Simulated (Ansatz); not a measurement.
Write the native input for Ansatz 0.2.0 that does the following.

- Task: single point
- Functional: PBE
- Potentials or basis: Ansatz PAW
- Cutoff: 420 eV (not typed: the program's choice for these potentials)
- k mesh: 8 × 8 × 8
- Occupations: gaussian, width 0.017 eV
- Spin: no spin polarisation

Crystal: CdSe.

```
Cd Se
1.0
     0.00000    3.07027    3.07027
     3.07027    0.00000    3.07027
     3.07027    3.07027    0.00000
Cd Se
1 1
Direct
  0.00000 0.00000 0.00000
  0.25000 0.25000 0.25000
```

Measurements of this composition are mostly on another form, of space group No. 186.

These files were run (other wordings do the same):

input.yaml

```yaml
crystal:
  lattice:
    - [0.0, 3.0702711986, 3.0702711986]
    - [3.0702711986, 0.0, 3.0702711986]
    - [3.0702711986, 3.0702711986, 0.0]
  atoms:
    - { symbol: Cd, position: [0.0, 0.0, 0.0] }
    - { symbol: Se, position: [0.25, 0.25, 0.25] }
hamiltonian:
  xc: pbe
  pseudopotentials: { kind: paw }
kpoints:
  mp_grid: { grid: [8, 8, 8] }
scf:
  occupations: { method: gaussian, width: 0.017 }
output:
  forces: true
  stress: true
  eigenvalues: true
  write_density: true
  write_potential: true
  elf: true
  volumetric_format: npy
```

Potentials or basis: Ansatz PAW.

The run is started by

```sh
$ ansatz run input.yaml --threads 2 --pin off --max-ram 5632MiB --backend cpu --events-out ev --progress --plain --runs-dir out
```

Results of the run:

The pressure is 1.3 GPa and the band gap on the k mesh is 0.55 eV, direct.

It took 8.7 s on 2 threads of Intel(R) Xeon(R) Processor @ 2.50GHz (Skylake/Cascade Lake), with other jobs on the host, peak memory 0.38 GiB.
